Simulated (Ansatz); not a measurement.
A plane-wave DFT run in Ansatz 0.2.0 (scalar-relativistic PAW potentials unless the input names others): input and command.

```yaml
crystal:
  lattice:
    - [4.8803694249, 0.0, 0.0]
    - [0.0, 4.8803694249, 0.0]
    - [0.0, 0.0, 3.1081740616]
  atoms:
    - { symbol: Hf, position: [0.0, 0.0, 0.0] }
    - { symbol: Hf, position: [0.5, 0.5, 0.5] }
    - { symbol: O, position: [0.1974756549, 0.8025243451, 0.5] }
    - { symbol: O, position: [0.3025243451, 0.3025243451, 0.0] }
    - { symbol: O, position: [0.6974756549, 0.6974756549, 0.0] }
    - { symbol: O, position: [0.8025243451, 0.1974756549, 0.5] }
basis:
  ecutwfc: 420
kpoints:
  mp_grid: { grid: [6, 6, 8] }
hamiltonian:
  xc: pbe
scf:
  occupations: { method: tetrahedron }
output:
  forces: true
  eigenvalues: true
  stress: true
```

```bash
ansatz run input.yaml --threads 1 --pin off --max-ram 2560MiB --backend cpu --events-out ev --progress --plain --runs-dir out
```

Abridged log:
```
Warning: output.forces, output.stress, relax.cell or npt_langevin: where a Kohn–Sham band that disperses or a degenerate level is filled in part under the method tetrahedron, the forces or the stress that this run publishes need not agree with its energy (scf.occupations.method in the input reference, under Limitations); prefer a smearing scheme for the forces or the stress
Basis set: ecut = 420 eV, 1439 PW (Γ), exchange–correlation on 72×72×48 points (8 copies of the dense FFT grid, shifted against one another)
Bands: 46, of which v1, the nominal top of the filled ones, is band 38 counted from 1 (37 counted from 0)
Symmetry: 16 space group operations
k-points: 50 of 288
SCF iter   1: F=—  HF=-33723.020179 eV  |F-HF|=—  |Δ(HF+E_count)|=         —  Δρ=2.70e-3  dr2=4.09e-3  ethr=1.77e-3  ⟨swp⟩=5.8  Hψ=7350  notcnv=0
SCF iter   2: F=—  HF=-33723.020448 eV  |F-HF|=—  |Δ(HF+E_count)|=   2.70e-4  Δρ=1.46e-3  dr2=1.28e-3  ethr=5.38e-6  ⟨swp⟩=2.5  Hψ=4618  notcnv=0  defer=86
SCF iter   3: F=—  HF=-33723.020499 eV  |F-HF|=—  |Δ(HF+E_count)|=   5.09e-5  Δρ=6.45e-4  dr2=2.74e-4  ethr=1.69e-6  ⟨swp⟩=2.4  Hψ=4025  notcnv=0  defer=86
SCF iter   4: F=—  HF=-33723.020459 eV  |F-HF|=—  |Δ(HF+E_count)|=   4.02e-5  Δρ=1.43e-4  dr2=9.74e-6  ethr=3.61e-7  ⟨swp⟩=2.0  Hψ=4011  notcnv=0  defer=86
SCF iter   5: F=—  HF=-33723.020410 eV  |F-HF|=—  |Δ(HF+E_count)|=   4.92e-5  Δρ=5.61e-5  dr2=1.93e-6  ethr=1.28e-8  ⟨swp⟩=2.2  Hψ=4439  notcnv=0  defer=86
SCF iter   6: F=—  HF=-33723.020409 eV  |F-HF|=—  |Δ(HF+E_count)|=   1.03e-6  Δρ=2.13e-5  dr2=3.09e-7  ethr=2.54e-9  ⟨swp⟩=2.8  Hψ=4535  notcnv=0  defer=86
SCF iter   7: F=-33723.020409 eV  HF=-33723.020409 eV  |F-HF|=2.68e-8  |Δ(HF+E_count)|=   1.10e-7  Δρ=6.75e-6  dr2=2.68e-8  ethr=1.32e-10  ⟨swp⟩=6.5  Hψ=8986  notcnv=0
SCF 1 converged in 7 iterations: F = -33723.020409 eV  dr2 = 2.68e-8
SCF converged after 7 iterations
Stability not checked: this state was not tested for a lower state beside it, because cold or Methfessel-Paxton smearing, or corrected tetrahedra, fill the levels in a way that the test cannot read (fill_not_monotonic; see scf.lower_state_search)
Free energy (F): -33723.020409 eV
Harris-Foulkes:  -33723.020409 eV  (|F-HF|=2.68e-8)
Internal energy: -33723.020409 eV  (E = F + TS)
E sigma→0 (E₀):  -33723.020409 eV
Fermi energy:    12.654841 eV
--- Forces (eV/Å), atoms counted from 1 ---
  atom   1  Hf     0.00000000     0.00000000     0.00000000
  atom   2  Hf     0.00000000     0.00000000     0.00000000
  atom   3  O      0.00015782    -0.00015782     0.00000000
  atom   4  O     -0.00015782    -0.00015782     0.00000000
  atom   5  O      0.00015782     0.00015782     0.00000000
  atom   6  O     -0.00015782     0.00015782     0.00000000
--- Stress (GPa, compression-positive) ---
        6.211119       0.000000       0.000000
        0.000000       6.211119       0.000000
        0.000000       0.000000      19.963123
  P = ⅓ Tr σ = 10.7951 GPa (107.951 kbar)
```

Apart from outputs, empty bands and the relaxation, which only the reference makes, the input differs from a reference run on usual settings in scf.occupations.width: 0.02 → not typed; scf.occupations.method: "gaussian" → "tetrahedron". The reference, at the same geometry, ended its own course with pressure 10.80 GPa, largest force 0.000 eV/Å, gap on the mesh 3.87 eV. This run converged in 7 SCF iterations with an energy at zero smearing within 0.01 meV/atom of the reference's, pressure 10.80 GPa, largest force 0.000 eV/Å, gap on the mesh 3.87 eV.

It took 8.3 s on 1 thread of AMD EPYC 7R43 64-Core Processor (Zen 3), with other jobs on the host, peak memory 0.47 GiB.